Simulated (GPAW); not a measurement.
# SiC (Moissanite) (P6_3mc) in GPAW: further runs, part 2 of 3

GPAW 26.7.0. The steps go on from the part before.

### Step 4. Relaxation of cell and atoms, r2SCAN

The input, run.py:

```python
from ase import Atoms
from ase.filters import FrechetCellFilter
from ase.io import write
from ase.optimize import BFGS
from gpaw import GPAW, PW

atoms = Atoms(['Si', 'Si', 'C', 'C'],
              cell=[[3.076, 0.0, 0.0],
                    [-1.538, 2.663894142, 0.0],
                    [0.0, 0.0, 5.048]],
              scaled_positions=[[0.6666666667, 0.3333333333, 0.5],
                                [0.3333333333, 0.6666666667, 0.0],
                                [0.6666666667, 0.3333333333, 0.885],
                                [0.3333333333, 0.6666666667, 0.385]],
              pbc=True)

calc = GPAW(mode=PW(800),
            xc='MGGA_X_R2SCAN+MGGA_C_R2SCAN',
            kpts={'size': (7, 7, 4), 'gamma': True},
            occupations={'name': 'fermi-dirac', 'width': 0.05},
            nbands=18,
            convergence={'density': 1e-06, 'energy': 1e-06, 'eigenstates': 1e-10},
            maxiter=150,
            txt='gpaw.txt')
atoms.calc = calc
opt = BFGS(FrechetCellFilter(atoms), trajectory='relax.traj', logfile='-')
done = opt.run(fmax=0.02, steps=60)
calc.write('gs.gpw')
write('result.traj', atoms)
print('Converged:', done)
print('Cell:', atoms.cell.cellpar().round(4))
print('Volume:', round(atoms.get_volume(), 4))
print(atoms.get_scaled_positions().round(5))
```

Potentials or basis: GPAW PAW data sets (gpaw-data 1.2.1), pw.

Command:

```console
OMP_NUM_THREADS=1 python run.py
```

gpaw.txt:

```text
__  _  _
 | _ |_)|_||  |
 |__||  | ||/\| - 26.7.0

Input parameters:
  mode=PW(ecut=800.0),
  convergence={'density': 1e-06, 'energy': 1e-06, 'eigenstates': 1e-10},
  kpts=MonkhorstPack(size=(7, 7, 4), gamma=True),
  maxiter=150,
  nbands=18,
  occupations=Occupations(name='fermi-dirac', width=0.05),
  xc=XC(name='MGGA_X_R2SCAN+MGGA_C_R2SCAN')

Diagonalizing LCAO Hamiltonian
Converting LCAO to pw mode

           C

           Si
        C

        Si

Atoms  # Å, Bohr magnetons
|   | symbol |         x |        y |        z |    initial magnetic moments |
|---|--------|-----------|----------|----------|-----------------------------|
| 0 |     Si |  1.538000 | 0.887965 | 2.524000 | ( 0.0000,  0.0000,  0.0000) |
| 1 |     Si | -0.000000 | 1.775929 | 0.000000 | ( 0.0000,  0.0000,  0.0000) |
| 2 |      C |  1.538000 | 0.887965 | 4.467480 | ( 0.0000,  0.0000,  0.0000) |
| 3 |      C | -0.000000 | 1.775929 | 1.943480 | ( 0.0000,  0.0000,  0.0000) |

Unit cell  # Å
| periodic |         x |        y |        z |  lengths |     angles |
|----------|-----------|----------|----------|----------|------------|
|      yes |  3.076000 | 0.000000 | 0.000000 | 3.076000 |  90.000000 |
|      yes | -1.538000 | 2.663894 | 0.000000 | 3.076000 |  90.000000 |
|      yes |  0.000000 | 0.000000 | 5.048000 | 5.048000 | 120.000000 |

Number of symmetries: 6
Symmetry operations  # r_c * U_cc + t_c -> r_c
|   | kind |            matrix            |
|---|------|------------------------------|
| 0 |  σ   |  1, 1, 0,  0,-1, 0,  0, 0, 1 |
| 1 |  E   |  1, 0, 0,  0, 1, 0,  0, 0, 1 |
| 2 |  C3  |  0, 1, 0, -1,-1, 0,  0, 0, 1 |
| 3 |  σ   |  0,-1, 0, -1, 0, 0,  0, 0, 1 |
| 4 |  σ   | -1, 0, 0,  1, 1, 0,  0, 0, 1 |
| 5 |  C3  | -1,-1, 0,  1, 0, 0,  0, 0, 1 |
[... 218 lines left out ...]
Atoms  # Å, Bohr magnetons
|   | symbol |         x |        y |        z |    initial magnetic moments |
|---|--------|-----------|----------|----------|-----------------------------|
| 0 |     Si |  1.538990 | 0.888536 | 2.534122 | ( 0.0000,  0.0000,  0.0000) |
| 1 |     Si | -0.000000 | 1.777072 | 0.011015 | ( 0.0000,  0.0000,  0.0000) |
| 2 |      C |  1.538990 | 0.888536 | 4.454891 | ( 0.0000,  0.0000,  0.0000) |
| 3 |      C | -0.000000 | 1.777072 | 1.931782 | ( 0.0000,  0.0000,  0.0000) |

Unit cell  # Å
| periodic |         x |         y |         z |  lengths |     angles |
|----------|-----------|-----------|-----------|----------|------------|
|      yes |  3.077979 | -0.000000 | -0.000000 | 3.077979 |  90.000000 |
|      yes | -1.538990 |  2.665608 |  0.000000 | 3.077979 |  90.000000 |
|      yes | -0.000000 |  0.000000 |  5.046214 | 5.046214 | 120.000000 |

Number of symmetries: 6
Symmetry operations  # r_c * U_cc + t_c -> r_c
|   | kind |            matrix            |
|---|------|------------------------------|
| 0 |  σ   |  1, 1, 0,  0,-1, 0,  0, 0, 1 |
| 1 |  E   |  1, 0, 0,  0, 1, 0,  0, 0, 1 |
| 2 |  C3  |  0, 1, 0, -1,-1, 0,  0, 0, 1 |
| 3 |  σ   |  0,-1, 0, -1, 0, 0,  0, 0, 1 |
[... 227 lines left out ...]
| 0 |     Si |  1.540167 | 0.889216 | 2.546588 | ( 0.0000,  0.0000,  0.0000) |
| 1 |     Si | -0.000000 | 1.778432 | 0.023809 | ( 0.0000,  0.0000,  0.0000) |
| 2 |      C |  1.540167 | 0.889216 | 4.441542 | ( 0.0000,  0.0000,  0.0000) |
| 3 |      C | -0.000000 | 1.778432 | 1.918762 | ( 0.0000,  0.0000,  0.0000) |

Unit cell  # Å
| periodic |         x |        y |         z |  lengths |     angles |
|----------|-----------|----------|-----------|----------|------------|
|      yes |  3.080335 | 0.000000 | -0.000000 | 3.080335 |  90.000000 |
|      yes | -1.540167 | 2.667648 | -0.000000 | 3.080335 |  90.000000 |
|      yes |  0.000000 | 0.000000 |  5.045555 | 5.045555 | 120.000000 |

Number of symmetries: 6
Symmetry operations  # r_c * U_cc + t_c -> r_c
|   | kind |            matrix            |
|---|------|------------------------------|
| 0 |  σ   |  1, 1, 0,  0,-1, 0,  0, 0, 1 |
| 1 |  E   |  1, 0, 0,  0, 1, 0,  0, 0, 1 |
| 2 |  C3  |  0, 1, 0, -1,-1, 0,  0, 0, 1 |
| 3 |  σ   |  0,-1, 0, -1, 0, 0,  0, 0, 1 |
| 4 |  σ   | -1, 0, 0,  1, 1, 0,  0, 0, 1 |
| 5 |  C3  | -1,-1, 0,  1, 0, 0,  0, 0, 1 |
[... 221 lines left out ...]
Atoms  # Å, Bohr magnetons
|   | symbol |         x |        y |        z |    initial magnetic moments |
|---|--------|-----------|----------|----------|-----------------------------|
| 0 |     Si |  1.540144 | 0.889202 | 2.546168 | ( 0.0000,  0.0000,  0.0000) |
| 1 |     Si | -0.000000 | 1.778405 | 0.022640 | ( 0.0000,  0.0000,  0.0000) |
| 2 |      C |  1.540144 | 0.889202 | 4.444047 | ( 0.0000,  0.0000,  0.0000) |
| 3 |      C | -0.000000 | 1.778405 | 1.920517 | ( 0.0000,  0.0000,  0.0000) |

Unit cell  # Å
| periodic |         x |        y |         z |  lengths |     angles |
|----------|-----------|----------|-----------|----------|------------|
|      yes |  3.080288 | 0.000000 | -0.000000 | 3.080288 |  90.000000 |
|      yes | -1.540144 | 2.667607 |  0.000000 | 3.080288 |  90.000000 |
|      yes |  0.000000 | 0.000000 |  5.047056 | 5.047056 | 120.000000 |

Number of symmetries: 6
Symmetry operations  # r_c * U_cc + t_c -> r_c
|   | kind |            matrix            |
|---|------|------------------------------|
| 0 |  σ   |  1, 1, 0,  0,-1, 0,  0, 0, 1 |
| 1 |  E   |  1, 0, 0,  0, 1, 0,  0, 0, 1 |
| 2 |  C3  |  0, 1, 0, -1,-1, 0,  0, 0, 1 |
| 3 |  σ   |  0,-1, 0, -1, 0, 0,  0, 0, 1 |
| 4 |  σ   | -1, 0, 0,  1, 1, 0,  0, 0, 1 |
| 5 |  C3  | -1,-1, 0,  1, 0, 0,  0, 0, 1 |
[... 221 lines left out ...]
Atoms  # Å, Bohr magnetons
|   | symbol |         x |        y |        z |    initial magnetic moments |
|---|--------|-----------|----------|----------|-----------------------------|
| 0 |     Si |  1.540231 | 0.889253 | 2.546986 | ( 0.0000,  0.0000,  0.0000) |
| 1 |     Si | -0.000000 | 1.778506 | 0.022451 | ( 0.0000,  0.0000,  0.0000) |
| 2 |      C |  1.540231 | 0.889253 | 4.446034 | ( 0.0000,  0.0000,  0.0000) |
| 3 |      C | -0.000000 | 1.778506 | 1.921497 | ( 0.0000,  0.0000,  0.0000) |

Unit cell  # Å
| periodic |         x |         y |        z |  lengths |     angles |
|----------|-----------|-----------|----------|----------|------------|
|      yes |  3.080462 | -0.000000 | 0.000000 | 3.080462 |  90.000000 |
|      yes | -1.540231 |  2.667759 | 0.000000 | 3.080462 |  90.000000 |
|      yes |  0.000000 |  0.000000 | 5.049069 | 5.049069 | 120.000000 |

Number of symmetries: 6
Symmetry operations  # r_c * U_cc + t_c -> r_c
|   | kind |            matrix            |
|---|------|------------------------------|
| 0 |  σ   |  1, 1, 0,  0,-1, 0,  0, 0, 1 |
| 1 |  E   |  1, 0, 0,  0, 1, 0,  0, 0, 1 |
| 2 |  C3  |  0, 1, 0, -1,-1, 0,  0, 0, 1 |
| 3 |  σ   |  0,-1, 0, -1, 0, 0,  0, 0, 1 |
| 4 |  σ   | -1, 0, 0,  1, 1, 0,  0, 0, 1 |
| 5 |  C3  | -1,-1, 0,  1, 0, 0,  0, 0, 1 |
[... 221 lines left out ...]
Atoms  # Å, Bohr magnetons
|   | symbol |         x |        y |        z |    initial magnetic moments |
|---|--------|-----------|----------|----------|-----------------------------|
| 0 |     Si |  1.540508 | 0.889413 | 2.549937 | ( 0.0000,  0.0000,  0.0000) |
| 1 |     Si | -0.000000 | 1.778826 | 0.022650 | ( 0.0000,  0.0000,  0.0000) |
| 2 |      C |  1.540508 | 0.889413 | 4.450764 | ( 0.0000,  0.0000,  0.0000) |
| 3 |      C | -0.000000 | 1.778826 | 1.923474 | ( 0.0000,  0.0000,  0.0000) |

Unit cell  # Å
| periodic |         x |         y |         z |  lengths |     angles |
|----------|-----------|-----------|-----------|----------|------------|
|      yes |  3.081016 | -0.000000 | -0.000000 | 3.081016 |  90.000000 |
|      yes | -1.540508 |  2.668238 | -0.000000 | 3.081016 |  90.000000 |
|      yes |  0.000000 | -0.000000 |  5.054575 | 5.054575 | 120.000000 |

Number of symmetries: 6
Symmetry operations  # r_c * U_cc + t_c -> r_c
|   | kind |            matrix            |
|---|------|------------------------------|
| 0 |  σ   |  1, 1, 0,  0,-1, 0,  0, 0, 1 |
| 1 |  E   |  1, 0, 0,  0, 1, 0,  0, 0, 1 |
| 2 |  C3  |  0, 1, 0, -1,-1, 0,  0, 0, 1 |
| 3 |  σ   |  0,-1, 0, -1, 0, 0,  0, 0, 1 |
| 4 |  σ   | -1, 0, 0,  1, 1, 0,  0, 0, 1 |
| 5 |  C3  | -1,-1, 0,  1, 0, 0,  0, 0, 1 |
[... 191 lines left out ...]
Gap: 3.006 eV
Transition (v -> c):
  (s=0, k=0, n=7, [0.00, 0.00, 0.00]) -> (s=0, k=22, n=8, [0.43, 0.29, 0.00])
Direct/indirect transitions are different
Direct gap: 4.546 eV
Transition at: (s=0, k=19, n=7, [0.43, 0.00, 0.00])

Stress tensor  # eV/Ang^3
|        x |         y |         z |
|----------|-----------|-----------|
| 0.000107 |  0.000000 |  0.000000 |
| 0.000000 |  0.000107 | -0.000000 |
| 0.000000 | -0.000000 | -0.000782 |

Forces  # eV/Ang
|        x |        y |        z |
|----------|----------|----------|
| -0.00000 |  0.00000 |  0.01514 |  # Si   0
|  0.00000 |  0.00000 |  0.01513 |  # Si   1
| -0.00000 | -0.00000 | -0.01437 |  # C    2
|  0.00000 |  0.00000 | -0.01437 |  # C    3

# Writing to gs.gpw (mode='')
```

It took 11 min on 1 thread of Arm Neoverse V1, shared host; peak memory 0.48 GiB.

Results:

```yaml
Free_energy: -38.2598 eV
Relaxed_volume: 10.39 Å³/atom
Relaxed_cell: a = 3.081 Å, b = 3.081 Å, c = 5.055 Å, α = 90.00°, β = 90.00°, γ = 120.00°
Space_group_after_relaxing_to_0.05_Å: P6_3mc (No. 186)
Energy_gained_by_relaxing: 9.4 meV/atom
Ionic_steps: 6
Pressure_after_relaxing: 0.0 GPa
Largest_force_after_relaxing: 0.015 eV/Å
Band_gap_on_the_k_mesh: 3.01 eV, indirect (least direct gap 4.55 eV)
```

Forces in eV/Å, atoms in the order of the input:
```
Si   0.000  0.000  0.015
Si   0.000  0.000  0.015
C    0.000  0.000 -0.014
C    0.000  0.000 -0.014
```

The path:
| step | energy change (eV) | largest force (eV/Å) | pressure (GPa) | volume (Å³) |
| --- | --- | --- | --- | --- |
| 1 | 0.0000 | 0.7713 | 1.35 | 41.36 |
| 2 | -0.0271 | 0.4149 | 0.94 | 41.40 |
| 3 | -0.0372 | 0.0453 | 0.53 | 41.46 |
| 4 | -0.0374 | 0.0020 | 0.47 | 41.47 |
| 5 | -0.0375 | 0.0126 | 0.36 | 41.49 |
| 6 | -0.0377 | 0.0151 | 0.03 | 41.55 |

Final structure:
```
Si C
1.0
     3.08102    0.00000    0.00000
    -1.54051    2.66824    0.00000
     0.00000    0.00000    5.05457
Si C
2 2
Direct
  0.66667 0.33333 0.50448
  0.33333 0.66667 0.00448
  0.66667 0.33333 0.88054
  0.33333 0.66667 0.38054
```

Levels at points of the mesh, in eV from the valence-band top:
```
           k point  band 5  band 6  band 7  band 8  band 9  band 10  band 11  band 12
(0.00, 0.00, 0.00)   -1.39   -0.10    0.00    0.00    5.36     6.79     7.17     7.18
(0.00, 0.00, 0.50)   -0.75   -0.75   -0.75   -0.75    6.48     6.48     7.88     7.88
```

Caveat: later steps reuse the first step's grids; the PAW data sets were made with another functional, which shifts forces and pressure a little; an odd mesh through Γ misses points on the zone boundary, where band edges often lie. Zero-point motion and thermal expansion aren't in these numbers.

(Continued in part 3 of 3.)
